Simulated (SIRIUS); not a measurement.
# GaP (F-43m) in SIRIUS: equation of state, part 3 of 3

SIRIUS 7.12.0. The steps go on from the part before.

### Step 5. Equation of state, PBEsol, 20.65 Å³/atom (volume scaled by 1.02)

Contents of sirius.json:

```json
{
  "control": {
    "processing_unit": "cpu",
    "std_evp_solver_name": "lapack",
    "gen_evp_solver_name": "lapack",
    "verbosity": 2,
    "print_forces": false,
    "ortho_rf": true,
    "use_second_variation": true,
    "rmt_max": 3.0,
    "num_bands_to_print": 24,
    "save_wf": true
  },
  "parameters": {
    "electronic_structure_method": "full_potential_lapwlo",
    "xc_functionals": ["XC_GGA_X_PBE_SOL", "XC_GGA_C_PBE_SOL"],
    "core_relativity": "dirac",
    "valence_relativity": "iora",
    "num_fv_states": 24,
    "smearing": "fermi_dirac",
    "smearing_width": 0.0018374661,
    "pw_cutoff": 20,
    "gk_cutoff": 3.84,
    "lmax_apw": 10,
    "lmax_rho": 8,
    "lmax_pot": 8,
    "num_mag_dims": 0,
    "auto_rmt": 0,
    "ngridk": [8, 8, 8],
    "shiftk": [0, 0, 0],
    "num_dft_iter": 80,
    "energy_tol": 1e-07,
    "density_tol": 1e-05,
    "use_symmetry": true
  },
  "settings": {"tol_ne": 1e-10},
  "iterative_solver": {"type": "exact"},
  "mixer": {"type": "anderson", "beta": 0.5, "max_history": 8},
  "unit_cell": {
    "lattice_vectors": [[0.0, 5.1840829172, 5.1840829172], [5.1840829172, 0.0, 5.1840829172], [5.1840829172, 5.1840829172, 0.0]],
    "atom_types": ["Ga", "P"],
    "atom_files": {"Ga": "Ga.json", "P": "P.json"},
    "atoms": {"Ga": [[0.0, 0.0, 0.0]], "P": [[0.75, 0.75, 0.75]]}
  }
}
```

Contents of Ga.json:

```json
{
  "name": "gallium",
  "symbol": "Ga",
  "number": 31,
  "mass": 69.723,
  "rmin": 1e-06,
  "rmt": 2.19,
  "nrmt": 800,
  "rinf": 19.67,
  "core": "1s2s2p",
  "valence": [
    {"basis": [{"enu": -0.02, "dme": 0, "n": 0, "auto": 0}, {"enu": -0.02, "dme": 1, "n": 0, "auto": 0}]},
    {"l": 0, "n": 1, "basis": [{"enu": 0.0121, "dme": 0, "n": 0, "auto": 0}]},
    {"l": 1, "n": 2, "basis": [{"enu": 0.08, "dme": 0, "n": 0, "auto": 0}]},
    {"l": 2, "n": 3, "basis": [{"enu": 0.08, "dme": 0, "n": 0, "auto": 0}]},
    {"l": 3, "n": 4, "basis": [{"enu": 0.08, "dme": 0, "n": 0, "auto": 0}]}
  ],
  "lo": [
    {
      "l": 0,
      "basis": [{"enu": 0.0121, "dme": 0, "n": 0, "auto": 0}, {"enu": 0.0121, "dme": 1, "n": 0, "auto": 0}]
    },
    {
      "l": 0,
      "basis": [{"enu": -5.2243, "dme": 0, "n": 3, "auto": 1}, {"enu": -5.2243, "dme": 1, "n": 3, "auto": 1}]
    },
    {
      "l": 0,
      "basis": [{"enu": -5.2243, "dme": 1, "n": 3, "auto": 1}, {"enu": 0.0121, "dme": 0, "n": 0, "auto": 0}]
    },
    {
      "l": 0,
      "basis": [{"enu": 0.0121, "dme": 0, "n": 0, "auto": 0}, {"enu": 3.3481, "dme": 0, "n": 0, "auto": 0}]
    },
    {"l": 1, "basis": [{"enu": 0.08, "dme": 0, "n": 0, "auto": 0}, {"enu": 0.08, "dme": 1, "n": 0, "auto": 0}]},
    {
      "l": 1,
      "basis": [{"enu": -3.4408, "dme": 0, "n": 3, "auto": 1}, {"enu": -3.4408, "dme": 1, "n": 3, "auto": 1}]
    },
    {
      "l": 1,
      "basis": [{"enu": -3.4408, "dme": 1, "n": 3, "auto": 1}, {"enu": 0.08, "dme": 0, "n": 0, "auto": 0}]
    },
    {"l": 1, "basis": [{"enu": 0.08, "dme": 0, "n": 0, "auto": 0}, {"enu": 3.9165, "dme": 0, "n": 0, "auto": 0}]},
    {"l": 2, "basis": [{"enu": 0.08, "dme": 0, "n": 0, "auto": 0}, {"enu": 0.08, "dme": 1, "n": 0, "auto": 0}]},
    {
      "l": 2,
      "basis": [{"enu": -0.5341, "dme": 0, "n": 3, "auto": 1}, {"enu": -0.5341, "dme": 1, "n": 3, "auto": 1}]
    },
    {
      "l": 2,
      "basis": [{"enu": -0.5341, "dme": 1, "n": 3, "auto": 1}, {"enu": 0.08, "dme": 0, "n": 0, "auto": 0}]
    },
    {"l": 2, "basis": [{"enu": 0.08, "dme": 0, "n": 0, "auto": 0}, {"enu": 4.4169, "dme": 0, "n": 0, "auto": 0}]},
    {"l": 3, "basis": [{"enu": 0.08, "dme": 0, "n": 0, "auto": 0}, {"enu": 0.08, "dme": 1, "n": 0, "auto": 0}]},
    {"l": 3, "basis": [{"enu": 0.08, "dme": 0, "n": 0, "auto": 0}, {"enu": 3.7079, "dme": 0, "n": 0, "auto": 0}]}
  ],
  "free_atom": [... radial grid and density of the free atom, the start of the SCF ...]
}
```

Contents of P.json:

```json
{
  "name": "phosphorus",
  "symbol": "P",
  "number": 15,
  "mass": 30.973762,
  "rmin": 1e-06,
  "rmt": 2.1,
  "nrmt": 800,
  "rinf": 15.16,
  "core": "1s",
  "valence": [
    {"basis": [{"enu": -0.02, "dme": 0, "n": 0, "auto": 0}, {"enu": -0.02, "dme": 1, "n": 0, "auto": 0}]},
    {"l": 0, "n": 1, "basis": [{"enu": -0.0245, "dme": 0, "n": 0, "auto": 0}]},
    {"l": 1, "n": 2, "basis": [{"enu": 0.08, "dme": 0, "n": 0, "auto": 0}]},
    {"l": 2, "n": 3, "basis": [{"enu": 0.08, "dme": 0, "n": 0, "auto": 0}]},
    {"l": 3, "n": 4, "basis": [{"enu": 0.08, "dme": 0, "n": 0, "auto": 0}]}
  ],
  "lo": [
    {
      "l": 0,
      "basis": [{"enu": -0.0245, "dme": 0, "n": 0, "auto": 0}, {"enu": -0.0245, "dme": 1, "n": 0, "auto": 0}]
    },
    {
      "l": 0,
      "basis": [{"enu": -0.0245, "dme": 1, "n": 0, "auto": 0}, {"enu": -0.0245, "dme": 2, "n": 0, "auto": 0}]
    },
    {
      "l": 0,
      "basis": [{"enu": -6.0706, "dme": 0, "n": 2, "auto": 1}, {"enu": -6.0706, "dme": 1, "n": 2, "auto": 1}]
    },
    {
      "l": 0,
      "basis": [{"enu": -0.0245, "dme": 0, "n": 0, "auto": 0}, {"enu": 2.6966, "dme": 0, "n": 0, "auto": 0}]
    },
    {"l": 1, "basis": [{"enu": 0.08, "dme": 0, "n": 0, "auto": 0}, {"enu": 0.08, "dme": 1, "n": 0, "auto": 0}]},
    {
      "l": 1,
      "basis": [{"enu": -4.2888, "dme": 0, "n": 2, "auto": 1}, {"enu": -4.2888, "dme": 1, "n": 2, "auto": 1}]
    },
    {
      "l": 1,
      "basis": [{"enu": -4.2888, "dme": 1, "n": 2, "auto": 1}, {"enu": 0.08, "dme": 0, "n": 0, "auto": 0}]
    },
    {"l": 1, "basis": [{"enu": 0.08, "dme": 0, "n": 0, "auto": 0}, {"enu": 4.2523, "dme": 0, "n": 0, "auto": 0}]},
    {"l": 2, "basis": [{"enu": 0.08, "dme": 0, "n": 0, "auto": 0}, {"enu": 0.08, "dme": 1, "n": 0, "auto": 0}]},
    {"l": 2, "basis": [{"enu": 0.08, "dme": 1, "n": 0, "auto": 0}, {"enu": 0.08, "dme": 2, "n": 0, "auto": 0}]},
    {"l": 2, "basis": [{"enu": 0.08, "dme": 0, "n": 0, "auto": 0}, {"enu": 3.6174, "dme": 0, "n": 0, "auto": 0}]},
    {"l": 3, "basis": [{"enu": 0.08, "dme": 0, "n": 0, "auto": 0}, {"enu": 0.08, "dme": 1, "n": 0, "auto": 0}]}
  ],
  "free_atom": [... radial grid and density of the free atom, the start of the SCF ...]
}
```

Contents of sirius_start.json:

```json
{
  "control": {
    "processing_unit": "cpu",
    "std_evp_solver_name": "lapack",
    "gen_evp_solver_name": "lapack",
    "verbosity": 1,
    "print_forces": false,
    "ortho_rf": true,
    "use_second_variation": true,
    "rmt_max": 3.0,
    "num_bands_to_print": 24,
    "save_wf": false
  },
  "parameters": {
    "electronic_structure_method": "full_potential_lapwlo",
    "xc_functionals": ["XC_LDA_X", "XC_LDA_C_PW"],
    "core_relativity": "dirac",
    "valence_relativity": "iora",
    "num_fv_states": 24,
    "smearing": "fermi_dirac",
    "smearing_width": 0.0055123983,
    "pw_cutoff": 20,
    "gk_cutoff": 3.07,
    "lmax_apw": 10,
    "lmax_rho": 8,
    "lmax_pot": 8,
    "num_mag_dims": 0,
    "auto_rmt": 0,
    "ngridk": [3, 3, 3],
    "shiftk": [0, 0, 0],
    "num_dft_iter": 30,
    "energy_tol": 0.01,
    "density_tol": 0.05,
    "use_symmetry": true
  },
  "settings": {"tol_ne": 1e-10},
  "iterative_solver": {"type": "exact"},
  "mixer": {"type": "anderson", "beta": 0.5, "max_history": 8},
  "unit_cell": {
    "lattice_vectors": [[0.0, 5.1840829172, 5.1840829172], [5.1840829172, 0.0, 5.1840829172], [5.1840829172, 5.1840829172, 0.0]],
    "atom_types": ["Ga", "P"],
    "atom_files": {"Ga": "Ga.json", "P": "P.json"},
    "atoms": {"Ga": [[0.0, 0.0, 0.0]], "P": [[0.75, 0.75, 0.75]]}
  }
}
```

Run with:

```bash
$ OMP_NUM_THREADS=1 sirius.scf --input=sirius_start.json --output=start.json
$ OMP_NUM_THREADS=1 sirius.scf --input=sirius.json --output=output.json --task=1
```

Wall time 31 s (1 thread of Intel Xeon 6975P-C (Granite Rapids), shared host); peak memory 0.45 GiB.

Results (log left out):

- Free energy: -62156.3753 eV
- Band gap on the k mesh: 1.52 eV, indirect (least direct gap 1.58 eV)
- All electrons inside the program's atomic spheres: Ga 29.28; P 13.08 (radii Ga 2.19, P 2.1 bohr)

### Step 6. Equation of state, PBEsol, 21.05 Å³/atom (volume scaled by 1.04)

sirius.json, as its differences from that of step 5:

```diff
@@ -39,3 +39,3 @@
   "unit_cell": {
-    "lattice_vectors": [[0.0, 5.1840829172, 5.1840829172], [5.1840829172, 0.0, 5.1840829172], [5.1840829172, 5.1840829172, 0.0]],
+    "lattice_vectors": [[0.0, 5.2177467367, 5.2177467367], [5.2177467367, 0.0, 5.2177467367], [5.2177467367, 5.2177467367, 0.0]],
     "atom_types": ["Ga", "P"],
```

Contents of Ga.json:

```json
{
  "name": "gallium",
  "symbol": "Ga",
  "number": 31,
  "mass": 69.723,
  "rmin": 1e-06,
  "rmt": 2.19,
  "nrmt": 800,
  "rinf": 19.67,
  "core": "1s2s2p",
  "valence": [
    {"basis": [{"enu": -0.03, "dme": 0, "n": 0, "auto": 0}, {"enu": -0.03, "dme": 1, "n": 0, "auto": 0}]},
    {"l": 0, "n": 1, "basis": [{"enu": 0.0021, "dme": 0, "n": 0, "auto": 0}]},
    {"l": 1, "n": 2, "basis": [{"enu": 0.07, "dme": 0, "n": 0, "auto": 0}]},
    {"l": 2, "n": 3, "basis": [{"enu": 0.07, "dme": 0, "n": 0, "auto": 0}]},
    {"l": 3, "n": 4, "basis": [{"enu": 0.07, "dme": 0, "n": 0, "auto": 0}]}
  ],
  "lo": [
    {
      "l": 0,
      "basis": [{"enu": 0.0021, "dme": 0, "n": 0, "auto": 0}, {"enu": 0.0021, "dme": 1, "n": 0, "auto": 0}]
    },
    {
      "l": 0,
      "basis": [{"enu": -5.2343, "dme": 0, "n": 3, "auto": 1}, {"enu": -5.2343, "dme": 1, "n": 3, "auto": 1}]
    },
    {
      "l": 0,
      "basis": [{"enu": -5.2343, "dme": 1, "n": 3, "auto": 1}, {"enu": 0.0021, "dme": 0, "n": 0, "auto": 0}]
    },
    {
      "l": 0,
      "basis": [{"enu": 0.0021, "dme": 0, "n": 0, "auto": 0}, {"enu": 3.3381, "dme": 0, "n": 0, "auto": 0}]
    },
    {"l": 1, "basis": [{"enu": 0.07, "dme": 0, "n": 0, "auto": 0}, {"enu": 0.07, "dme": 1, "n": 0, "auto": 0}]},
    {
      "l": 1,
      "basis": [{"enu": -3.4508, "dme": 0, "n": 3, "auto": 1}, {"enu": -3.4508, "dme": 1, "n": 3, "auto": 1}]
    },
    {
      "l": 1,
      "basis": [{"enu": -3.4508, "dme": 1, "n": 3, "auto": 1}, {"enu": 0.07, "dme": 0, "n": 0, "auto": 0}]
    },
    {"l": 1, "basis": [{"enu": 0.07, "dme": 0, "n": 0, "auto": 0}, {"enu": 3.9065, "dme": 0, "n": 0, "auto": 0}]},
    {"l": 2, "basis": [{"enu": 0.07, "dme": 0, "n": 0, "auto": 0}, {"enu": 0.07, "dme": 1, "n": 0, "auto": 0}]},
    {
      "l": 2,
      "basis": [{"enu": -0.5441, "dme": 0, "n": 3, "auto": 1}, {"enu": -0.5441, "dme": 1, "n": 3, "auto": 1}]
    },
    {
      "l": 2,
      "basis": [{"enu": -0.5441, "dme": 1, "n": 3, "auto": 1}, {"enu": 0.07, "dme": 0, "n": 0, "auto": 0}]
    },
    {"l": 2, "basis": [{"enu": 0.07, "dme": 0, "n": 0, "auto": 0}, {"enu": 4.4069, "dme": 0, "n": 0, "auto": 0}]},
    {"l": 3, "basis": [{"enu": 0.07, "dme": 0, "n": 0, "auto": 0}, {"enu": 0.07, "dme": 1, "n": 0, "auto": 0}]},
    {"l": 3, "basis": [{"enu": 0.07, "dme": 0, "n": 0, "auto": 0}, {"enu": 3.6979, "dme": 0, "n": 0, "auto": 0}]}
  ],
  "free_atom": [... radial grid and density of the free atom, the start of the SCF ...]
}
```

Contents of P.json:

```json
{
  "name": "phosphorus",
  "symbol": "P",
  "number": 15,
  "mass": 30.973762,
  "rmin": 1e-06,
  "rmt": 2.1,
  "nrmt": 800,
  "rinf": 15.16,
  "core": "1s",
  "valence": [
    {"basis": [{"enu": -0.03, "dme": 0, "n": 0, "auto": 0}, {"enu": -0.03, "dme": 1, "n": 0, "auto": 0}]},
    {"l": 0, "n": 1, "basis": [{"enu": -0.0345, "dme": 0, "n": 0, "auto": 0}]},
    {"l": 1, "n": 2, "basis": [{"enu": 0.07, "dme": 0, "n": 0, "auto": 0}]},
    {"l": 2, "n": 3, "basis": [{"enu": 0.07, "dme": 0, "n": 0, "auto": 0}]},
    {"l": 3, "n": 4, "basis": [{"enu": 0.07, "dme": 0, "n": 0, "auto": 0}]}
  ],
  "lo": [
    {
      "l": 0,
      "basis": [{"enu": -0.0345, "dme": 0, "n": 0, "auto": 0}, {"enu": -0.0345, "dme": 1, "n": 0, "auto": 0}]
    },
    {
      "l": 0,
      "basis": [{"enu": -0.0345, "dme": 1, "n": 0, "auto": 0}, {"enu": -0.0345, "dme": 2, "n": 0, "auto": 0}]
    },
    {
      "l": 0,
      "basis": [{"enu": -6.0806, "dme": 0, "n": 2, "auto": 1}, {"enu": -6.0806, "dme": 1, "n": 2, "auto": 1}]
    },
    {
      "l": 0,
      "basis": [{"enu": -0.0345, "dme": 0, "n": 0, "auto": 0}, {"enu": 2.6866, "dme": 0, "n": 0, "auto": 0}]
    },
    {"l": 1, "basis": [{"enu": 0.07, "dme": 0, "n": 0, "auto": 0}, {"enu": 0.07, "dme": 1, "n": 0, "auto": 0}]},
    {
      "l": 1,
      "basis": [{"enu": -4.2988, "dme": 0, "n": 2, "auto": 1}, {"enu": -4.2988, "dme": 1, "n": 2, "auto": 1}]
    },
    {
      "l": 1,
      "basis": [{"enu": -4.2988, "dme": 1, "n": 2, "auto": 1}, {"enu": 0.07, "dme": 0, "n": 0, "auto": 0}]
    },
    {"l": 1, "basis": [{"enu": 0.07, "dme": 0, "n": 0, "auto": 0}, {"enu": 4.2423, "dme": 0, "n": 0, "auto": 0}]},
    {"l": 2, "basis": [{"enu": 0.07, "dme": 0, "n": 0, "auto": 0}, {"enu": 0.07, "dme": 1, "n": 0, "auto": 0}]},
    {"l": 2, "basis": [{"enu": 0.07, "dme": 1, "n": 0, "auto": 0}, {"enu": 0.07, "dme": 2, "n": 0, "auto": 0}]},
    {"l": 2, "basis": [{"enu": 0.07, "dme": 0, "n": 0, "auto": 0}, {"enu": 3.6074, "dme": 0, "n": 0, "auto": 0}]},
    {"l": 3, "basis": [{"enu": 0.07, "dme": 0, "n": 0, "auto": 0}, {"enu": 0.07, "dme": 1, "n": 0, "auto": 0}]}
  ],
  "free_atom": [... radial grid and density of the free atom, the start of the SCF ...]
}
```

sirius_start.json, as its differences from that of step 5:

```diff
@@ -39,3 +39,3 @@
   "unit_cell": {
-    "lattice_vectors": [[0.0, 5.1840829172, 5.1840829172], [5.1840829172, 0.0, 5.1840829172], [5.1840829172, 5.1840829172, 0.0]],
+    "lattice_vectors": [[0.0, 5.2177467367, 5.2177467367], [5.2177467367, 0.0, 5.2177467367], [5.2177467367, 5.2177467367, 0.0]],
     "atom_types": ["Ga", "P"],
```

Potentials or basis: all-electron FP-LAPW, apw+lo standard.

Run with:

```bash
$ OMP_NUM_THREADS=1 sirius.scf --input=sirius_start.json --output=start.json
$ OMP_NUM_THREADS=1 sirius.scf --input=sirius.json --output=output.json --task=1
```

Wall time 32 s (1 thread of Intel Xeon 6975P-C (Granite Rapids), shared host); peak memory 0.46 GiB.

It converged, with:

| Quantity | Value |
| --- | --- |
| Free energy | -62156.3612 eV |
| Band gap on the k mesh | 1.43 eV, direct |
| All electrons inside the program's atomic spheres | Ga 29.26; P 13.06 (radii Ga 2.19, P 2.1 bohr) |

### Step 7. Equation of state, PBEsol, 21.45 Å³/atom (volume scaled by 1.06)

sirius.json, as its differences from that of step 6:

```diff
@@ -39,3 +39,3 @@
   "unit_cell": {
-    "lattice_vectors": [[0.0, 5.2177467367, 5.2177467367], [5.2177467367, 0.0, 5.2177467367], [5.2177467367, 5.2177467367, 0.0]],
+    "lattice_vectors": [[0.0, 5.2509816883, 5.2509816883], [5.2509816883, 0.0, 5.2509816883], [5.2509816883, 5.2509816883, 0.0]],
     "atom_types": ["Ga", "P"],
```

Ga.json is that of step 6.

P.json is that of step 6.

sirius_start.json, as its differences from that of step 6:

```diff
@@ -39,3 +39,3 @@
   "unit_cell": {
-    "lattice_vectors": [[0.0, 5.2177467367, 5.2177467367], [5.2177467367, 0.0, 5.2177467367], [5.2177467367, 5.2177467367, 0.0]],
+    "lattice_vectors": [[0.0, 5.2509816883, 5.2509816883], [5.2509816883, 0.0, 5.2509816883], [5.2509816883, 5.2509816883, 0.0]],
     "atom_types": ["Ga", "P"],
```

Run with:

```bash
$ OMP_NUM_THREADS=1 sirius.scf --input=sirius_start.json --output=start.json
$ OMP_NUM_THREADS=1 sirius.scf --input=sirius.json --output=output.json --task=1
```

Run time: 31 s. Hardware: 1 thread of Intel Xeon 6975P-C (Granite Rapids), shared host; peak memory 0.46 GiB.

It converged, with:

```
Free energy                                       : -62156.3398 eV
Band gap on the k mesh                            : 1.27 eV, direct
All electrons inside the program's atomic spheres : Ga 29.24; P 13.04 (radii Ga 2.19, P 2.1 bohr)
```

### Step 8. Equation of state, PBEsol

Potentials or basis: all-electron FP-LAPW, apw+lo standard.

No new run: the results of the series are fitted here.

What came out:

```yaml
Equilibrium_volume: 20.10 Å³/atom
Bulk_modulus: 85 GPa
Pressure_derivative_of_the_bulk_modulus: "4.6 (rough: it moves with the points fitted)"
```

Energy against volume, from the lowest point:
```tsv
volume (Å³/atom)	energy (meV/atom)
19.026	16.58
19.431	6.04
19.836	0.78
20.240	0.00
20.645	3.77
21.050	10.80
21.455	21.52
```

### Step 9. How close it comes

Step 8. A measured bulk modulus of GaP is 87.5 GPa (“Phosphorous dimerization in GaP at high pressure”, 2017, arxiv:1709.06667); the calculated 85 GPa misses it by -2.6 %. The fit is for a static lattice scaled at fixed shape and fixed fractional positions.
